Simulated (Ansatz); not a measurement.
## SnTe in Ansatz: the effect of functional

Crystal: SnTe.

```
CELL_PARAMETERS angstrom
0.00000 3.53743 3.53743
3.53743 0.00000 3.53743
3.53743 3.53743 0.00000
ATOMIC_POSITIONS crystal
Te 0.25000 0.25000 0.25000
Sn 0.00000 0.00000 0.00000
```

Measurements of this composition are mostly on another form, of space group No. 225.

The cell isn't the ideal one: volume scaled by 0.94.

Alike in all runs:

```yaml
Program: Ansatz 0.2.0
Task: single point
Potentials_or_basis: Ansatz PAW
k_mesh: 7 × 7 × 7
Occupations: fermi-dirac, width 0.05 eV
Spin: no spin polarisation
```

```tsv
functional	cutoff	pressure (GPa)
LDA	420 eV (not typed: the program's choice for these potentials)	-0.8
PBEsol	420 eV (not typed: the program's choice for these potentials)	?
r2SCAN	500 eV (not typed: the program's choice for these potentials)	1.1
```

Question: What does the run with functional PBEsol give?

Answer: Pressure 0.1 GPa.

Caveats: the PAW data sets come from PBE, with cores solved anew for the run's functional, which leaves a small shift of forces and pressure.

Runs at the PBE level aren't shown here.
